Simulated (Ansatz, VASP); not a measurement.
# One calculation of Mg, two programs

File POSCAR:

```
Mg
1.0
    0.0000000000      2.2073604314      2.2073604314
    2.2073604314      0.0000000000      2.2073604314
    2.2073604314      2.2073604314      0.0000000000
Mg
1
Direct
    0.0000000000      0.0000000000      0.0000000000
```

Contents of INCAR.step1:

```
ALGO     = Normal         # electronic algorithm
EDIFF    = 1E-4           # SCF threshold, eV
ENCUT    = 520            # plane-wave cutoff, eV
GGA      = PE             # functional
ISMEAR   = 0              # smearing method
LASPH    = True           # aspherical terms in the spheres
LCHARG   = False          # write CHGCAR
LREAL    = False          # projectors in reciprocal space
LWAVE    = True           # write WAVECAR
NBANDS   = 7              # bands
NELM     = 100            # most SCF steps
PREC     = Accurate       # precision mode
SIGMA    = 0.1            # smearing width, eV
```

Contents of INCAR.step2:

```
ALGO     = Normal         # electronic algorithm
EDIFF    = 1E-7           # SCF threshold, eV
ENCUT    = 520            # plane-wave cutoff, eV
ISIF     = 2              # what is computed and relaxed
ISMEAR   = 0              # smearing method
ISTART   = 1            
LASPH    = True           # aspherical terms in the spheres
LCHARG   = False          # write CHGCAR
LMIXTAU  = True         
LREAL    = False          # projectors in reciprocal space
LWAVE    = False          # write WAVECAR
METAGGA  = R2SCAN         # meta-GGA
NBANDS   = 7              # bands
NELM     = 100            # most SCF steps
PREC     = Accurate       # precision mode
SIGMA    = 0.1            # smearing width, eV
```

Contents of KPOINTS:

```
k-points
0
Gamma
  16 16 16
```

Input for Ansatz:

```yaml
crystal:
  lattice:
    - [0.0, 2.2073604314, 2.2073604314]
    - [2.2073604314, 0.0, 2.2073604314]
    - [2.2073604314, 2.2073604314, 0.0]
  atoms:
    - { symbol: Mg, position: [0.0, 0.0, 0.0] }
basis:
  ecutwfc: 500
kpoints:
  mp_grid: { grid: [16, 16, 16] }
hamiltonian:
  xc: r2scan
scf:
  occupations: { method: gaussian, width: 0.1 }
output:
  forces: true
  stress: true
  eigenvalues: true
```

Alike in both runs: task single point; functional r2SCAN; k mesh 16 × 16 × 16; occupations gaussian, width 0.1 eV; no spin polarisation.

|  | VASP | Ansatz |
| --- | --- | --- |
| version | VASP 6.6.1 | Ansatz 0.2.0 |
| potentials or method | VASP PAW PBE potentials, release 64 (Mg) | scalar-relativistic, plane waves, PAW |
| plane-wave cutoff (eV) | 520 | 500 |
| valence electrons in the cell | 2 | 10 |

Ansatz gave:

| Property | Result |
| --- | --- |
| gap on the k mesh at the Fermi level (eV) | none |
| pressure (GPa) | 2.4 |

What did VASP give for the same quantities?

gap on the k mesh at the Fermi level (eV): none; pressure (GPa): 2.1.

A gap of «none» marks a metal or a gap that the smearing closes. With one functional, cell and mesh, what is left measures potentials, basis and numerics. The two sets of potentials don't hold the same shells in valence.

Caveats: the PAW data sets were made with another functional, which shifts forces and pressure a little (VASP).
